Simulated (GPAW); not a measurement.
Set up this calculation in GPAW 26.7.0, as an ASE script.

```yaml
Task: relaxation of cell and atoms
Functional: PBEsol
Potentials_or_basis: PAW data sets generated in the run's folder for this functional
Cutoff: 600 eV
Basis: pw
k_mesh: 7 × 7 × 7
Occupations: fermi-dirac, width 0.05 eV
Spin: no spin polarisation
Target_pressure: 30 GPa
Maxiter: 150
Optimizer: BFGS
Fmax: 0.02 eV/Å
Max_steps: 60
Target_pressure: 30 GPa
Convergence: density=1e-05 forces=0.0001
```

Al2Cu:

```xyz
3
Lattice="-2.0303 2.0303 2.8511 2.0303 -2.0303 2.8511 2.0303 2.0303 -2.8511" Properties=species:S:1:pos:R:3 pbc="T T T"
Cu    0.0000    0.0000    2.8511
Al    2.0303    0.0000    1.4255
Al    0.0000    2.0303    1.4255
```

The cell comes from a database or a generator and needn't be the stable form of this composition.

One way to write it, as run:

run.py

```python
from ase import Atoms
from ase.filters import FrechetCellFilter
from ase.io import write
from ase.optimize import BFGS
from ase.units import GPa
from gpaw import GPAW, PW, setup_paths

setup_paths.insert(0, '.')

atoms = Atoms(['Cu', 'Al', 'Al'],
              cell=[[-2.0303375, 2.0303375, 2.851094],
                    [2.0303375, -2.0303375, 2.851094],
                    [2.0303375, 2.0303375, -2.851094]],
              scaled_positions=[[0.5, 0.5, 0.0],
                                [0.25, 0.75, 0.5],
                                [0.75, 0.25, 0.5]],
              pbc=True)

calc = GPAW(mode=PW(600),
            xc='PBEsol',
            kpts={'size': (7, 7, 7), 'gamma': True},
            occupations={'name': 'fermi-dirac', 'width': 0.05},
            nbands=20,
            convergence={'density': 1e-05, 'forces': 0.0001},
            maxiter=150,
            txt='gpaw.txt')
atoms.calc = calc
opt = BFGS(FrechetCellFilter(atoms, scalar_pressure=30 * GPa), trajectory='relax.traj', logfile='-')
done = opt.run(fmax=0.02, steps=60)
calc.write('gs.gpw')
write('result.traj', atoms)
print('Converged:', done)
print('Cell:', atoms.cell.cellpar().round(4))
print('Volume:', round(atoms.get_volume(), 4))
print(atoms.get_scaled_positions().round(5))
```

Potentials or basis: PAW data sets generated in the run's folder for this functional, pw.

The run is started by

```sh
$ gpaw-setup -f PBEsol Al Cu
$ OMP_NUM_THREADS=1 python run.py
```

It gave:

```
Relaxed volume                                         : 12.99 Å³/atom
Relaxed cell                                           : a = 3.806 Å, b = 3.806 Å, c = 3.806 Å, α = 119.99°, β = 119.99°, γ = 90.01°
Space group after relaxing (to 0.05 Å)                 : Fm-3m (No. 225)
Energy change on relaxing (the enthalpy is what falls) : +217.8 meV/atom
Ionic steps                                            : 8
Pressure after relaxing                                : 30.1 GPa
Band gap on the k mesh                                 : none (metal or under the smearing width)
```

Caveat: with this Cu data set, volumes or pressures lay over 1.5 % or 2 GPa off other programs in two to four cells of ten; later steps reuse the first step's grids; the volume moved by over 15 % at a fixed basis, so the end points are rough.

Run time: 3.2 min on 1 thread of Arm Neoverse V1, with other jobs on the host, peak memory 0.28 GiB.
